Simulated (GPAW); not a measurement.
# InAs (F-43m) in GPAW: settings compared, part 2 of 2

GPAW 26.7.0. Earlier steps stand in the parts before.

### Step 4. Band structure, PBE

Contents of run.py:

```python
import spglib
from ase import Atoms
from ase.dft.bandgap import bandgap
from ase.io import read, write
from gpaw import GPAW

atoms = read('InAs.cif')
cell, positions, numbers = spglib.find_primitive(
    (atoms.cell[:], atoms.get_scaled_positions(), atoms.numbers), symprec=1e-4)
atoms = Atoms(numbers, cell=cell, scaled_positions=positions, pbc=True)

calc = GPAW(mode='lcao',
            h=0.16,
            basis='dzp',
            xc='PBE',
            kpts={'size': (6, 6, 6), 'gamma': True},
            occupations={'name': 'fermi-dirac', 'width': 0.05},
            convergence={'density': 1e-05, 'energy': 1e-05},
            maxiter=150,
            txt='gpaw.txt')
atoms.calc = calc
energy = atoms.get_potential_energy()
forces = atoms.get_forces()
calc.write('gs.gpw')
write('result.traj', atoms)
print(f'Energy: {energy:.6f} eV')
print('Forces (eV/A):')
print(forces.round(4))
print('Fermi level:', round(calc.get_fermi_level(), 4), 'eV')
print(f'Gap: {bandgap(calc)[0]:.4f} eV, direct: {bandgap(calc, direct=True)[0]:.4f} eV')

path = atoms.cell.bandpath('GXWKGLUWLK,UX', npoints=80, eps=1e-4)
bs_calc = calc.fixed_density(kpts=path, symmetry='off', txt='bands.txt')
bs = bs_calc.band_structure()
bs.write('bs.json')
print(f'Gap on the path: {bandgap(bs_calc)[0]:.4f} eV')
```

Contents of InAs.cif:

```cif
data_InAs
_cell_length_a 6.03600000
_cell_length_b 6.03600000
_cell_length_c 6.03600000
_cell_angle_alpha 90.00000000
_cell_angle_beta 90.00000000
_cell_angle_gamma 90.00000000
_space_group_name_H-M_alt 'F-43m'
_space_group_name_Hall 'F -4 2 3'
_space_group_IT_number 216
loop_
_space_group_symop_operation_xyz
'x,y,z'
'y,-x,-z'
'-x,-y,z'
'-y,x,-z'
'x,-y,-z'
'y,x,z'
'-x,y,-z'
'-y,-x,z'
'z,x,y'
'-z,y,-x'
'z,-x,-y'
'-z,-y,x'
'-z,x,-y'
'z,y,x'
'-z,-x,y'
'z,-y,-x'
'y,z,x'
'-x,-z,y'
'-y,z,-x'
'x,-z,-y'
'-y,-z,x'
'x,z,y'
'y,-z,-x'
'-x,z,-y'
'x,y+1/2,z+1/2'
'y,-x+1/2,-z+1/2'
'-x,-y+1/2,z+1/2'
'-y,x+1/2,-z+1/2'
'x,-y+1/2,-z+1/2'
'y,x+1/2,z+1/2'
'-x,y+1/2,-z+1/2'
'-y,-x+1/2,z+1/2'
'z,x+1/2,y+1/2'
'-z,y+1/2,-x+1/2'
'z,-x+1/2,-y+1/2'
'-z,-y+1/2,x+1/2'
'-z,x+1/2,-y+1/2'
'z,y+1/2,x+1/2'
'-z,-x+1/2,y+1/2'
'z,-y+1/2,-x+1/2'
'y,z+1/2,x+1/2'
'-x,-z+1/2,y+1/2'
'-y,z+1/2,-x+1/2'
'x,-z+1/2,-y+1/2'
'-y,-z+1/2,x+1/2'
'x,z+1/2,y+1/2'
'y,-z+1/2,-x+1/2'
'-x,z+1/2,-y+1/2'
'x+1/2,y,z+1/2'
'y+1/2,-x,-z+1/2'
'-x+1/2,-y,z+1/2'
'-y+1/2,x,-z+1/2'
'x+1/2,-y,-z+1/2'
'y+1/2,x,z+1/2'
'-x+1/2,y,-z+1/2'
'-y+1/2,-x,z+1/2'
'z+1/2,x,y+1/2'
'-z+1/2,y,-x+1/2'
'z+1/2,-x,-y+1/2'
'-z+1/2,-y,x+1/2'
'-z+1/2,x,-y+1/2'
'z+1/2,y,x+1/2'
'-z+1/2,-x,y+1/2'
'z+1/2,-y,-x+1/2'
'y+1/2,z,x+1/2'
'-x+1/2,-z,y+1/2'
'-y+1/2,z,-x+1/2'
'x+1/2,-z,-y+1/2'
'-y+1/2,-z,x+1/2'
'x+1/2,z,y+1/2'
'y+1/2,-z,-x+1/2'
'-x+1/2,z,-y+1/2'
'x+1/2,y+1/2,z'
'y+1/2,-x+1/2,-z'
'-x+1/2,-y+1/2,z'
'-y+1/2,x+1/2,-z'
'x+1/2,-y+1/2,-z'
'y+1/2,x+1/2,z'
'-x+1/2,y+1/2,-z'
'-y+1/2,-x+1/2,z'
'z+1/2,x+1/2,y'
'-z+1/2,y+1/2,-x'
'z+1/2,-x+1/2,-y'
'-z+1/2,-y+1/2,x'
'-z+1/2,x+1/2,-y'
'z+1/2,y+1/2,x'
'-z+1/2,-x+1/2,y'
'z+1/2,-y+1/2,-x'
'y+1/2,z+1/2,x'
'-x+1/2,-z+1/2,y'
'-y+1/2,z+1/2,-x'
'x+1/2,-z+1/2,-y'
'-y+1/2,-z+1/2,x'
'x+1/2,z+1/2,y'
'y+1/2,-z+1/2,-x'
'-x+1/2,z+1/2,-y'
loop_
_atom_site_label
_atom_site_type_symbol
_atom_site_symmetry_multiplicity
_atom_site_Wyckoff_symbol
_atom_site_fract_x
_atom_site_fract_y
_atom_site_fract_z
_atom_site_occupancy
In1 In 4 a 0.0000000000 0.0000000000 0.0000000000 1
As1 As 4 c 0.2500000000 0.2500000000 0.2500000000 1
```

Potentials or basis: GPAW PAW data sets (gpaw-data 1.2.1), lcao:dzp.

Command:

```bash
OMP_NUM_THREADS=1 python run.py
```

It took 51 s on 1 thread of Intel Xeon Platinum 8488C (Sapphire Rapids), shared host; peak memory 0.21 GiB.

Results (log left out):

* Free energy: -7.3821 eV
* Band gap along the path: none (metal or under the smearing width)

Levels at the corners of the path, in eV from the Fermi level:
| point | band 7 | band 8 | band 9 | band 10 | band 11 | band 12 |
| --- | --- | --- | --- | --- | --- | --- |
| Γ | -0.18 | -0.04 | -0.04 | -0.04 | 3.93 | 3.93 |
| X | -5.92 | -2.38 | -2.38 | 1.54 | 2.13 | 9.54 |
| W | -5.77 | -3.02 | -2.94 | 4.35 | 4.41 | 5.17 |
| K | -5.78 | -3.34 | -2.00 | 2.13 | 4.43 | 7.70 |
| Γ | -0.18 | -0.04 | -0.04 | -0.04 | 3.93 | 3.93 |
| L | -5.85 | -1.04 | -1.04 | 0.98 | 4.90 | 4.90 |
| U | -5.78 | -3.34 | -2.00 | 2.13 | 4.43 | 7.70 |
| W | -5.77 | -3.02 | -2.94 | 4.35 | 4.41 | 5.17 |
| L | -5.85 | -1.04 | -1.04 | 0.98 | 4.90 | 4.90 |
| K | -5.78 | -3.34 | -2.00 | 2.13 | 4.43 | 7.70 |
| U | -5.78 | -3.34 | -2.00 | 2.13 | 4.43 | 7.70 |
| X | -5.92 | -2.38 | -2.38 | 1.54 | 2.13 | 9.54 |

Caveat: the real-space grid adds noise to forces; spin-orbit coupling is left out, which moves the levels of the heavy elements; the basis of atomic orbitals isn't converged, which shifts pressures, moduli and gaps.

### Step 5. Equation of state, BLYP

Contents of run.py:

```python
from ase.eos import EquationOfState
from ase.io import Trajectory
from ase.spacegroup import crystal
from ase.units import GPa
from gpaw import GPAW, PW, setup_paths

setup_paths.insert(0, '.')

# In 4a
# As 4c
atoms = crystal(['In', 'As'],
                basis=[[0.0, 0.0, 0.0],
                       [0.25, 0.25, 0.25]],
                spacegroup=216, setting=1,  # F-43m
                cellpar=[6.036, 6.036, 6.036, 90.0, 90.0, 90.0],
                primitive_cell=True)

traj = Trajectory('eos.traj', 'w')
volumes, energies = [], []
for x in [0.94, 0.96, 0.98, 1.0, 1.02, 1.04, 1.06]:
    a = atoms.copy()
    a.set_cell(atoms.cell * x**(1 / 3), scale_atoms=True)
    calc = GPAW(mode=PW(600),
                xc='BLYP',
                kpts={'size': (6, 6, 6), 'gamma': True},
                occupations={'name': 'fermi-dirac', 'width': 0.05},
                nbands=18,
                convergence={'density': 1e-05, 'energy': 1e-05},
                eigensolver='davidson',
                maxiter=150,
                txt=f'eos-{x:.2f}.txt')
    a.calc = calc
    energies.append(a.get_potential_energy(force_consistent=True))
    volumes.append(a.get_volume())
    p = -a.get_stress()[:3].mean() / GPa
    calc.write(f'eos-{x:.2f}.gpw')
    traj.write(a)
    print(f'{x:.2f} {volumes[-1]:10.4f} A^3 {energies[-1]:14.6f} eV {p:9.3f} GPa', flush=True)

v0, e0, B = EquationOfState(volumes, energies, eos='birchmurnaghan').fit()
print(f'V0 = {v0:.4f} A^3, E0 = {e0:.6f} eV, B0 = {B / GPa:.2f} GPa')
```

Potentials or basis: PAW data sets generated in the run's folder for this functional, pw.

Command:

```bash
gpaw-setup -f BLYP As In
OMP_NUM_THREADS=1 python run.py
```

Wall time 43 s (1 thread of Intel Xeon Platinum 8488C (Sapphire Rapids), shared host); peak memory 0.22 GiB.

It converged, with:

```
Equilibrium volume : 31.23 Å³/atom (rough: see the caveat)
Bulk modulus       : 44 GPa (rough)
```

Energy against volume, from the lowest point:
| volume (Å³/atom) | energy (meV/atom) |
| --- | --- |
| 25.840 | 154.81 |
| 26.389 | 115.58 |
| 26.939 | 82.44 |
| 27.489 | 54.70 |
| 28.039 | 32.11 |
| 28.588 | 14.02 |
| 29.138 | 0.00 |

Caveat: the minimum lies outside the volumes run.

### Step 6. Equation of state, PBE

Contents of run.py:

```python
from ase import Atoms
from ase.eos import EquationOfState
from ase.io import Trajectory
from ase.units import GPa
from gpaw import GPAW, PW

atoms = Atoms(['In', 'As'],
              cell=[[0.0, 3.018, 3.018],
                    [3.018, 0.0, 3.018],
                    [3.018, 3.018, 0.0]],
              scaled_positions=[[0.0, 0.0, 0.0],
                                [0.75, 0.75, 0.75]],
              pbc=True)

traj = Trajectory('eos.traj', 'w')
volumes, energies = [], []
for x in [0.94, 0.96, 0.98, 1.0, 1.02, 1.04, 1.06]:
    a = atoms.copy()
    a.set_cell(atoms.cell * x**(1 / 3), scale_atoms=True)
    calc = GPAW(mode=PW(600),
                xc='PBE',
                kpts={'size': (6, 6, 6), 'gamma': True},
                occupations={'name': 'fermi-dirac', 'width': 0.05},
                nbands=18,
                convergence={'density': 1e-05, 'energy': 1e-05},
                maxiter=150,
                txt=f'eos-{x:.2f}.txt')
    a.calc = calc
    energies.append(a.get_potential_energy(force_consistent=True))
    volumes.append(a.get_volume())
    p = -a.get_stress()[:3].mean() / GPa
    calc.write(f'eos-{x:.2f}.gpw')
    traj.write(a)
    print(f'{x:.2f} {volumes[-1]:10.4f} A^3 {energies[-1]:14.6f} eV {p:9.3f} GPa', flush=True)

v0, e0, B = EquationOfState(volumes, energies, eos='birchmurnaghan').fit()
print(f'V0 = {v0:.4f} A^3, E0 = {e0:.6f} eV, B0 = {B / GPa:.2f} GPa')
```

Potentials or basis: GPAW PAW data sets (gpaw-data 1.2.1), pw.

Command:

```bash
OMP_NUM_THREADS=1 python run.py
```

Wall time 46 s (1 thread of Intel Xeon Platinum 8488C (Sapphire Rapids), shared host); peak memory 0.23 GiB.

Results (log left out):

- Equilibrium volume: 29.50 Å³/atom (rough: see the caveat)
- Bulk modulus: 51 GPa (rough)

Energy against volume, from the lowest point:
| volume (Å³/atom) | energy (meV/atom) |
| --- | --- |
| 25.840 | 89.51 |
| 26.389 | 62.09 |
| 26.939 | 40.33 |
| 27.489 | 23.70 |
| 28.039 | 11.73 |
| 28.588 | 3.98 |
| 29.138 | 0.00 |

Caveat: the minimum lies outside the volumes run.

### Step 7. Against experiment

Step 3. A measured gap of InAs is 0.418 eV (direct; 4.2 K; a printed reference work, data compilation); the calculated 0.00 eV misses it by -0.42 eV. The value is that of C09-vdW, without temperature or zero-point motion.

Step 4. A measured gap of InAs is 0.418 eV (direct; 4.2 K; a printed reference work, data compilation); the calculated 0.00 eV misses it by -0.42 eV. Spin-orbit coupling on As, In is left out. The value is that of PBE in an atomic basis (GPAW PAW data sets (gpaw-data 1.2.1), lcao:dzp), whose error adds to the functional's,, without temperature or zero-point motion. Semilocal functionals fall short of measured gaps as a rule.
